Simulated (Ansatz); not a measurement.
The decay constant κ of evanescent states in the gap governs leakage through a thin film.

```
CELL_PARAMETERS angstrom
      4.21822     0.00000     0.00000
      2.10911     3.65309     0.00000
      2.10911     1.21770     3.68669
ATOMIC_POSITIONS crystal
  Ge 0.99331 0.99331 0.02006
  Te 0.52769 0.52769 0.41692
```

The cell was relaxed by PBE-D3(BJ); by r2SCAN it stands under a pressure of -1.0 GPa.

Transport runs along the normal of the first two printed cell vectors, the (001) plane of the conventional cell.

The gap is the functional's own, uncorrected, and κ follows it; spin-orbit coupling is left out. Mid-gap means the computed energy nearest the middle.

Q: State the band gap and the smallest decay constant κ at mid-gap according to r2SCAN (Ansatz, a program for electronic structure).

A: Gap 0.69 eV on a 10×10×10 mesh; κ = 0.063 1/Å, at (0.500, 0.000) of the in-plane reciprocal vectors. At the zone centre the slowest state has κ = 0.30 1/Å.
